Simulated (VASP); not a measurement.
# Si35Mo18 (a cell with a defect) in VASP: relaxation of the atoms with PBE

Aim: the relaxation of the atoms of Si35Mo18 (a cell with a defect) with PBE.

Program: VASP 6.6.1. These are calculated values, not measurements. Logs are shortened: lines on timing, memory, paths and dates and some standing lists are left out, and cuts for length are marked.

**1. Starting point**

The cell holds a defect, 53 atoms: a = 9.600 Å, b = 9.600 Å, c = 7.861 Å, α = 90.00°, β = 90.00°, γ = 90.00°.

**2. Relaxation of the atoms, PBE**

The input, INCAR:

```
SYSTEM = Si35Mo18
PREC = Accurate
ENCUT = 520
EDIFF = 1E-7
ISMEAR = 1
SIGMA = 0.1
LREAL = .False.
LASPH = .True.
NELM = 100
ALGO = Normal
ISIF = 2
LWAVE = .False.
LCHARG = .False.
GGA = PE
IBRION = 2
NSW = 40
EDIFFG = -0.005
```

The input, KPOINTS:

```
regular mesh
0
Gamma
  3 3 3
  0 0 0
```

The input, POSCAR:

```
Si35Mo18
1.0
    9.6000000000      0.0000000000      0.0000000000
    0.0000000000      9.6000000000      0.0000000000
    0.0000000000      0.0000000000      7.8610000000
Si Mo
35 18
Direct
    0.6666666667      0.0000000000      0.3330000000
    0.0000000000      0.3333333333      0.3330000000
    0.1666666667      0.1666666667      0.8330000000
    0.3333333333      0.3333333333      0.3330000000
    0.5000000000      0.1666666667      0.8330000000
    0.6666666667      0.3333333333      0.3330000000
    0.8333333333      0.1666666667      0.8330000000
    1.0000000000      0.6666666667      0.3330000000
    0.1666666667      0.5000000000      0.8330000000
    0.3333333333      0.6666666667      0.3330000000
    0.5000000000      0.5000000000      0.8330000000
    0.6666666667      0.6666666667      0.3330000000
    0.8333333333      0.5000000000      0.8330000000
    0.1666666667      0.8333333333      0.8330000000
    0.5000000000      0.8333333333      0.8330000000
    0.8333333333      0.8333333333      0.8330000000
    0.0000000000      1.0000000000      0.6670000000
    0.3333333333      0.0000000000      0.6670000000
    0.6666666667      0.0000000000      0.6670000000
    0.0000000000      0.3333333333      0.6670000000
    0.1666666667      0.1666666667      0.1670000000
    0.3333333333      0.3333333333      0.6670000000
    0.5000000000      0.1666666667      0.1670000000
    0.6666666667      0.3333333333      0.6670000000
    0.8333333333      0.1666666667      0.1670000000
    0.0000000000      0.6666666667      0.6670000000
    0.1666666667      0.5000000000      0.1670000000
    0.3333333333      0.6666666667      0.6670000000
    0.5000000000      0.5000000000      0.1670000000
    0.6666666667      0.6666666667      0.6670000000
    0.8333333333      0.5000000000      0.1670000000
    0.1666666667      0.8333333333      0.1670000000
    0.5000000000      0.8333333333      0.1670000000
    0.8333333333      0.8333333333      0.1670000000
    0.1666666666      0.0000000000      0.3330000000
    0.0000000000      0.0000000000      0.0000000000
    0.3333333333      0.0000000000      0.0000000000
    0.6666666667      0.0000000000      0.0000000000
    0.0000000000      0.3333333333      0.0000000000
    0.1666666667      0.1666666667      0.5000000000
    0.3333333333      0.3333333333      0.0000000000
    0.5000000000      0.1666666667      0.5000000000
    0.6666666667      0.3333333333      0.0000000000
    0.8333333333      0.1666666667      0.5000000000
    0.0000000000      0.6666666667      0.0000000000
    0.1666666667      0.5000000000      0.5000000000
    0.3333333333      0.6666666667      0.0000000000
    0.5000000000      0.5000000000      0.5000000000
    0.6666666667      0.6666666667      0.0000000000
    0.8333333333      0.5000000000      0.5000000000
    0.1666666667      0.8333333333      0.5000000000
    0.5000000000      0.8333333333      0.5000000000
    0.8333333333      0.8333333333      0.5000000000
```

Potentials or basis: VASP PAW PBE potentials, release 64 (Si, Mo_sv).

Run with:

```bash
cat potpaw_PBE.64/Si/POTCAR potpaw_PBE.64/Mo_sv/POTCAR > POTCAR
mpirun -np 8 vasp_std > vasp.out
```

OUTCAR:

```text
SYSTEM = Si35Mo18
   PREC = Accurate
   ENCUT = 520
   EDIFF = 1E-7
   ISMEAR = 1
   LREAL = .False.
   LASPH = .True.
   NELM = 100
   ISIF = 2
   GGA = PE
   IBRION = 2
   NSW = 40
   EDIFFG = -0.005

 ion  position               nearest neighbor table
   1  0.667  0.000  0.333-  25 2.61  34 2.61  33 2.61  23 2.61  44 2.62  53 2.62  52 2.62  42 2.62
                            38 2.62  19 2.63
   2  0.000  0.333  0.333-  21 2.61  25 2.61  27 2.61  31 2.61  40 2.62  44 2.62  46 2.62  50 2.62
                            39 2.62  20 2.63
   3  0.167  0.167  0.833-  22 2.61  20 2.61  18 2.61  17 2.61  41 2.62  39 2.62  37 2.62  36 2.62
                            40 2.62  21 2.63
   4  0.333  0.333  0.333-  21 2.61  23 2.61  27 2.61  29 2.61  40 2.62  42 2.62  46 2.62  48 2.62
                            41 2.62  22 2.63
   5  0.500  0.167  0.833-  22 2.61  24 2.61  18 2.61  19 2.61  41 2.62  43 2.62  37 2.62  38 2.62
                            42 2.62  23 2.63
   6  0.667  0.333  0.333-  25 2.61  23 2.61  31 2.61  29 2.61  44 2.62  42 2.62  50 2.62  48 2.62
                            43 2.62  24 2.63
   7  0.833  0.167  0.833-  24 2.61  20 2.61  19 2.61  17 2.61  43 2.62  39 2.62  38 2.62  36 2.62
                            44 2.62  25 2.63
   8  0.000  0.667  0.333-  32 2.61  34 2.61  27 2.61  31 2.61  51 2.62  53 2.62  46 2.62  50 2.62
                            45 2.62  26 2.63
   9  0.167  0.500  0.833-  22 2.61  28 2.61  26 2.61  20 2.61  41 2.62  47 2.62  45 2.62  39 2.62
[... 75 lines left out ...]
  47  0.333  0.667  0.000-  14 2.62  32 2.62  15 2.62  27 2.62   9 2.62  33 2.62  11 2.62  29 2.62
                            28 2.62  10 2.62  37 3.20  45 3.20  41 3.20  49 3.20
  48  0.500  0.500  0.500-   4 2.62   6 2.62  10 2.62  12 2.62  22 2.62  24 2.62  28 2.62  30 2.62
                            29 2.62  11 2.62  42 3.20  46 3.20  50 3.20  52 3.20
  49  0.667  0.667  0.000-  16 2.62  34 2.62  13 2.62  31 2.62  33 2.62  15 2.62  29 2.62  11 2.62
                            30 2.62  12 2.62  38 3.20  45 3.20  43 3.20  47 3.20
  50  0.833  0.500  0.500-   6 2.62  12 2.62  24 2.62  30 2.62  20 2.62   8 2.62  26 2.62   2 2.62
                            13 2.62  31 2.62  44 3.20  48 3.20  53 3.20  46 3.20
  51  0.167  0.833  0.500-  35 2.07  28 2.62  10 2.62  26 2.62   8 2.62  18 2.62  17 2.62  32 2.62
                            14 2.62  46 3.20  52 3.20  40 3.20  53 3.20
  52  0.500  0.833  0.500-  10 2.62  12 2.62  28 2.62  30 2.62  19 2.62   1 2.62  18 2.62  15 2.62
                            33 2.62  48 3.20  51 3.20  53 3.20  42 3.20
  53  0.833  0.833  0.500-  12 2.62  30 2.62   1 2.62  19 2.62  26 2.62   8 2.62  17 2.62  16 2.62
                            34 2.62  50 3.20  52 3.20  51 3.20  44 3.20

  LATTYP: Found a simple tetragonal cell.
 ALAT       =     9.6000000000
 C/A-ratio  =     0.8188541667

  Lattice vectors:

 A1 = (   9.6000000000,   0.0000000000,   0.0000000000)
 A2 = (   0.0000000000,   9.6000000000,   0.0000000000)
 A3 = (   0.0000000000,   0.0000000000,   7.8610000000)

Analysis of symmetry for initial positions (statically):
=====================================================================
 Subroutine PRICEL returns:
 Original cell was already a primitive cell.

 Routine SETGRP: Setting up the symmetry group for a
 simple tetragonal supercell.

 Subroutine GETGRP returns: Found  4 space group operations
 (whereof  2 operations were pure point group operations)
 out of a pool of 16 trial point group operations.

The static configuration has the point symmetry C_1h.
 The point group associated with its full space group is C_2v.

Analysis of symmetry for dynamics (positions and initial velocities):
=====================================================================
 Subroutine PRICEL returns:
 Original cell was already a primitive cell.

 Routine SETGRP: Setting up the symmetry group for a
 simple tetragonal supercell.

 Subroutine GETGRP returns: Found  4 space group operations
 (whereof  2 operations were pure point group operations)
 out of a pool of 16 trial point group operations.

The dynamic configuration has the point symmetry C_1h.
 The point group associated with its full space group is C_2v.

 Subroutine INISYM returns: Found  4 space group operations
 (whereof  2 operations are pure point group operations),
 and found     1 'primitive' translations

----------------------------------------------------------------------------------------

                                     Primitive cell

  volume of cell :     724.4698
[... 155 lines left out ...]
  0.333333  0.333333  0.333333      8.000000
   k-points           NKPTS =      8   k-points in BZ     NKDIM =      8   number of bands    NBANDS=    240
   number of dos      NEDOS =    301   number of ions     NIONS =     53
   total plane-waves  NPLWV = 311040
   dimension x,y,z NGX =    72 NGY =   72 NGZ =   60
   dimension x,y,z NGXF=   144 NGYF=  144 NGZF=  120
   ions per type =              35  18
   NGX,Y,Z   is equivalent  to a cutoff of  12.47, 12.47, 12.69 a.u.
   NGXF,Y,Z  is equivalent  to a cutoff of  24.94, 24.94, 25.38 a.u.
 SYSTEM =  Si35Mo18
   PREC   = accura    normal or accurate (medium, high low for compatibility)
   ISTART =      0    job   : 0-new  1-cont  2-samecut
   ICHARG =      2    charge: 1-file 2-atom 10-const
   ISPIN  =      1    spin polarized calculation?
   LNONCOLLINEAR =      F non collinear calculations
   LSORBIT =      F    spin-orbit coupling
   LASPH  =      T    aspherical Exc in radial PAW
   ENCUT  =  520.0 eV  38.22 Ry    6.18 a.u.  17.85 17.85 14.62*2*pi/ulx,y,z
   NELM   =    100;   NELMIN=  2; NELMDL= -5     # of ELM steps
   EDIFF  = 0.1E-06   stopping-criterion for ELM
   LREAL  =      F    real-space projection
   EDIFFG = -.5E-02   stopping-criterion for IOM
   NSW    =     40    number of steps for IOM
   IBRION =      2    ionic relax: 0-MD 1-quasi-New 2-CG
   NFREE  =      1    steps in history (QN), initial steepest desc. (CG)
   ISIF   =      2    stress and relaxation
   ISYM   =      2    0-nonsym 1-usesym 2-fastsym
   POTIM  = 0.5000    time-step for ionic-motion
   TEBEG  =    0.0;   TEEND  =   0.0 temperature during run
   PSTRESS=    0.0 pullay stress
   NELECT =     392.0000    total number of electrons
   NUPDOWN=      -1.0000    fix difference up-down
   EMIN   =  10.00;   EMAX   =-10.00  energy-range for DOS
   EFERMI =   0.00;   METHOD = LEGACY
   ISMEAR =     1;   SIGMA  =   0.10  broadening in eV -4-tet -1-fermi 0-gaus
   EFERMI_NEDOS =   21; number of points for ismear=-14 and -15
   IALGO  =     38    algorithm
   IMIX   =      4    mixing-type and parameters
     AMIX     =   0.40;   BMIX     =  1.00
     AMIX_MAG =   1.60;   BMIX_MAG =  1.00
  volume/ion in A,a.u.               =      13.67        92.24
  Fermi-wavevector in a.u.,A,eV,Ry     =   1.334023  2.520939 24.213177  1.779618
  Thomas-Fermi vector in A             =   2.462837
   LORBIT       =      0    0 simple, 1 ext, 2 COOP (PROOUT), +10 PAW based schemes
   GGA     = PE    functional components
   LHFCALC =     F    Hartree Fock is set to
   AEXX    =    0.0000 exact exchange contribution
   IVDW    =     0    specifies the selected vdW correction
   LEPSILON=     F    determine dielectric tensor
   LRPA    =     F    only Hartree local field effects (RPA)
 conjugate gradient relaxation of ions
 non-spin polarized calculation
 Methfessel and Paxton  Order N= 1 SIGMA  =   0.10
  energy-cutoff  :      520.00
  volume of cell :      724.47
 maximum number of plane-waves:     19537
 NGX is ok and might be reduce to    72
   NGX = 35   NGY = 35   NGZ = 29

--------------------------------------- Ionic step        1  -------------------------------------------

 number of electron     392.0000080 magnetization

 Free energy of the ion-electron system (eV)
  ---------------------------------------------------
  ext. energy  EPLUGINS =         0.00000000
  ---------------------------------------------------
  free energy    TOTEN  =      -404.87844657 eV

  energy without entropy =     -404.87359641  energy(sigma->0) =     -404.87682985

------------------------ aborting loop because EDIFF is reached ----------------------------------------

  FORCE on cell =-STRESS in cart. coord.  units (eV):
  Direction    XX          YY          ZZ          XY          YZ          ZX
  --------------------------------------------------------------------------------------
  -------------------------------------------------------------------------------------
  Total        3.2367277     30.1958010     31.0662357      0.0000000      0.0000000      0.0000000
  in kB        7.1580790     66.7785331     68.7035144      0.0000000      0.0000000      0.0000000
  external PRESSURE =      47.5467088 kB  Pullay stress =       0.0000000 kB
[... 242 lines left out ...]
  FREE ENERGIE OF THE ION-ELECTRON SYSTEM (eV)
  ---------------------------------------------------
  free  energy   TOTEN  =      -407.1855031220 eV

  energy  without entropy=     -407.1897491748  energy(sigma->0) =     -407.18691847

[... ionic steps 4 to 19 ...]

--------------------------------------- Ionic step       20  -------------------------------------------

 number of electron     391.9999999 magnetization

------------------------ aborting loop because EDIFF is reached ----------------------------------------
[... 169 lines left out ...]
--------------------------------------- Ionic step       22  -------------------------------------------

 number of electron     391.9999999 magnetization

 Free energy of the ion-electron system (eV)
  ---------------------------------------------------
  ext. energy  EPLUGINS =         0.00000000
  ---------------------------------------------------
  free energy    TOTEN  =      -408.10588006 eV

  energy without entropy =     -408.10158986  energy(sigma->0) =     -408.10444999

 E-fermi :  11.5411     XC(G=0): -12.3276

 val. band max:       11.5377197246   @ k =   0.0000   0.3333   0.3333
 cond. band min:      11.5420278004   @ k =   0.0000   0.0000   0.3333
 fundamental gap:      0.0043080758
 Fermi energy:        11.5410704812

 k-point     1 :       0.0000    0.0000    0.0000
  band No.  band energies     occupation
      1     -48.8770      2.00000
      2     -48.8663      2.00000
      3     -48.8493      2.00000
      4     -48.8396      2.00000
      5     -48.8370      2.00000
      6     -48.8300      2.00000
[... 1677 lines left out ...]
    207      13.3459     -0.00000
    208      13.5183     -0.00000
 [bands above 208 left out]

------------------------ aborting loop because EDIFF is reached ----------------------------------------

  FORCE on cell =-STRESS in cart. coord.  units (eV):
  Direction    XX          YY          ZZ          XY          YZ          ZX
  --------------------------------------------------------------------------------------
  -------------------------------------------------------------------------------------
  Total        9.1204754     18.4084315     25.0497061      0.0000000      0.0000000      0.0000000
  in kB       20.1700882     40.7105627     55.3978557      0.0000000      0.0000000      0.0000000
  external PRESSURE =      38.7595022 kB  Pullay stress =       0.0000000 kB
[... 68 lines left out ...]
  FREE ENERGIE OF THE ION-ELECTRON SYSTEM (eV)
  ---------------------------------------------------
  free  energy   TOTEN  =      -408.1058800564 eV

  energy  without entropy=     -408.1015898552  energy(sigma->0) =     -408.10444999

 reached required accuracy - stopping structural energy minimisation
```

It took 1.8 h on 8 MPI ranks of Intel Xeon Platinum 8559C (Emerald Rapids), shared host; peak memory 0.33 GiB.

Results:

```
Free energy               : -408.1059 eV
Energy gained by relaxing : 60.9 meV/atom
Ionic steps               : 22
Pressure after relaxing   : 3.9 GPa
Band gap on the k mesh    : none (metal or under the smearing width)
```

Forces on the atoms (eV/Å):
```
Si   0.000  0.000  0.001
Si  -0.001  0.000  0.000
Si   0.000  0.001  0.002
Si   0.001  0.000  0.000
Si   0.000 -0.001 -0.001
Si   0.000 -0.001 -0.001
Si   0.000 -0.001 -0.001
Si  -0.001  0.000  0.000
Si   0.000  0.000  0.001
Si   0.001  0.000  0.000
Si   0.002  0.000 -0.001
Si   0.000  0.001 -0.001
Si  -0.002  0.000 -0.001
Si   0.000 -0.001  0.002
Si   0.000  0.001 -0.001
Si   0.000  0.001 -0.001
Si   0.001  0.000  0.000
Si  -0.001  0.000  0.000
Si   0.000  0.000  0.001
Si  -0.001  0.000  0.000
Si   0.000  0.003  0.000
Si   0.001  0.000  0.000
Si   0.000  0.001  0.000
Si   0.000 -0.001  0.000
Si   0.000  0.001  0.000
Si  -0.001  0.000  0.000
Si   0.000  0.000  0.000
Si   0.001  0.000  0.000
Si   0.000  0.000  0.000
Si   0.000  0.001  0.000
Si   0.000  0.000  0.000
Si   0.000 -0.003  0.000
Si   0.000 -0.001  0.000
Si   0.000 -0.001  0.000
Si   0.000  0.000  0.000
Mo   0.002  0.000  0.000
Mo  -0.002  0.000  0.000
Mo   0.000  0.000 -0.001
Mo   0.001  0.000  0.000
Mo   0.000  0.001  0.000
Mo  -0.001  0.000  0.000
Mo  -0.002 -0.001  0.000
Mo   0.000  0.001 -0.001
Mo   0.002 -0.001  0.000
Mo   0.001  0.000  0.000
Mo   0.000  0.000  0.001
Mo  -0.001  0.000  0.000
Mo  -0.001  0.000  0.001
Mo   0.000 -0.001 -0.001
Mo   0.001  0.000  0.001
Mo   0.000 -0.001  0.000
Mo  -0.002  0.001  0.000
Mo   0.002  0.001  0.000
```

The path:
```csv
step,energy change (eV),largest force (eV/Å),pressure (GPa)
1,0.0000,7.5860,4.75
2,-1.2617,6.4213,5.38
3,-2.3071,2.7068,4.26
4,-2.7662,2.2247,4.17
5,-2.7712,2.0171,4.16
6,-3.0241,1.2152,4.04
7,-3.0852,0.5694,4.01
8,-3.1840,0.2555,3.94
9,-3.1865,0.3355,3.93
10,-3.2162,0.1341,3.90
11,-3.2185,0.1794,3.90
12,-3.2244,0.1283,3.89
13,-3.2245,0.0863,3.89
14,-3.2267,0.0337,3.89
15,-3.2267,0.0340,3.89
16,-3.2272,0.0195,3.88
17,-3.2273,0.0171,3.88
18,-3.2274,0.0105,3.88
19,-3.2274,0.0114,3.88
20,-3.2274,0.0084,3.88
21,-3.2274,0.0061,3.88
22,-3.2274,0.0026,3.88
```

Final structure:
```xyz
53
Lattice="9.6000 0.0000 0.0000 0.0000 9.6000 0.0000 0.0000 0.0000 7.8610" Properties=species:S:1:pos:R:3 pbc="T T T"
Si    6.4000    0.0000    2.6617
Si    9.5558    3.1753    2.6575
Si    1.6000    1.5788    6.5311
Si    3.2442    3.1753    2.6575
Si    4.7895    1.5791    6.5757
Si    6.4000    3.1837    2.6171
Si    8.0105    1.5791    6.5757
Si    9.5558    6.4247    2.6575
Si    1.6000    4.8000    6.5484
Si    3.2442    6.4247    2.6575
Si    4.8512    4.8000    6.5600
Si    6.4000    6.4163    2.6171
Si    7.9488    4.8000    6.5600
Si    1.6000    8.0212    6.5311
Si    4.7895    8.0209    6.5757
Si    8.0105    8.0209    6.5757
Si    9.5801    0.0000    5.1401
Si    3.2199    0.0000    5.1401
Si    6.4000    0.0000    5.2546
Si    9.5882    3.2030    5.2441
Si    1.6000    1.9038    1.2078
Si    3.2118    3.2030    5.2441
Si    4.7376    1.5073    1.3569
Si    6.4000    3.1630    5.2459
Si    8.0624    1.5073    1.3569
Si    9.5882    6.3970    5.2441
Si    1.6000    4.8000    1.3238
Si    3.2118    6.3970    5.2441
Si    4.8110    4.8000    1.3188
Si    6.4000    6.4370    5.2459
Si    7.9890    4.8000    1.3188
Si    1.6000    7.6962    1.2078
Si    4.7376    8.0927    1.3569
Si    8.0624    8.0927    1.3569
Si    1.6000    0.0000    2.2358
Mo    0.0347    0.0000    7.8417
Mo    3.1653    0.0000    7.8417
Mo    6.4000    0.0000    0.0202
Mo    9.5739    3.2362    7.8518
Mo    1.6000    1.6896    3.9852
Mo    3.2261    3.2362    7.8518
Mo    4.8313    1.6326    3.9683
Mo    6.4000    3.1885    0.0225
Mo    7.9687    1.6326    3.9683
Mo    9.5739    6.3638    7.8518
Mo    1.6000    4.8000    3.9378
Mo    3.2261    6.3638    7.8518
Mo    4.8131    4.8000    3.9405
Mo    6.4000    6.4115    0.0225
Mo    7.9869    4.8000    3.9405
Mo    1.6000    7.9104    3.9852
Mo    4.8313    7.9674    3.9683
Mo    7.9687    7.9674    3.9683
```
